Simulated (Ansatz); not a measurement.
**BP: the cell at several levels of theory**

An exercise on one series of results from a longer session: the logs are not shown, and one member is left open.

Program: Ansatz 0.2.0. PAW datasets, plane waves, zero pressure. No spin polarisation and no zero-point or thermal motion.

## Starting point

The symmetry is F-43m (No. 216, cubic); conventional cell a = 4.538 Å, 11.68 Å³ an atom. Around B lie 4 P at 1.97 Å; around P lie 4 B at 1.97 Å.

The structure in full:

```cif
data_structure
_symmetry_space_group_name_H-M 'P 1'
_symmetry_Int_Tables_number 1
_cell_length_a 3.2089
_cell_length_b 3.2089
_cell_length_c 3.2089
_cell_angle_alpha 60.000
_cell_angle_beta 60.000
_cell_angle_gamma 60.000
_cell_volume 23.36
loop_
_atom_site_label
_atom_site_type_symbol
_atom_site_fract_x
_atom_site_fract_y
_atom_site_fract_z
_atom_site_occupancy
B1 B 0.00000 0.00000 0.00000 1
P1 P 0.25000 0.25000 0.25000 1
```

The first run:

Input file input.yaml:

```yaml
crystal:
  lattice:
    - [0.0, 2.269, 2.269]
    - [2.269, 0.0, 2.269]
    - [2.269, 2.269, 0.0]
  atoms:
    - { symbol: B, position: [0.0, 0.0, 0.0] }
    - { symbol: P, position: [0.25, 0.25, 0.25] }
kpoints:
  mp_grid: { grid: [8, 8, 8] }
hamiltonian:
  xc: pbe
scf:
  occupations: { method: fermi_dirac, width: 0.02 }
relax:
  f_tol: 0.005
  cell: {}
output:
  write_density: true
  write_potential: true
  elf: true
  volumetric_format: npy
```

On the command line:

```bash
$ ansatz run input.yaml --threads 2 --pin off --max-ram 2211MiB --backend cpu --events-out ev --progress --plain --runs-dir out
```

Steps of the session up to this table: Relaxation with PBE; r2SCAN: cell and atoms; PBEsol: cell and atoms; Relaxing with LDA; Relaxation with HSE06.

One table of the session follows, with a row left open; its other results are not shown here.

| level | a (Å) | volume (Å³/atom) |
| --- | --- | --- |
| PBE | 4.548 | 11.762 |
| r2SCAN | 4.537 | 11.671 |
| PBEsol | 4.520 | 11.545 |
| LDA | ? | ? |
| HSE06 | 4.525 | 11.581 |

Q: Estimate the row for LDA from the others.

**Answer.** a (Å): 4.491; volume (Å³/atom): 11.322. In the column «a (Å)» it is the lowest.

In words: From the start to the first minimum the volume moved by +0.7 %. LDA gives the smallest cell and PBE the largest; they differ by 3.9 % in volume, a mean of 1.3 % in length. The meshes differ: PBE 8×8×8, r2SCAN 8×8×8, PBEsol 8×8×8, LDA 8×8×8, HSE06 6×6×6.
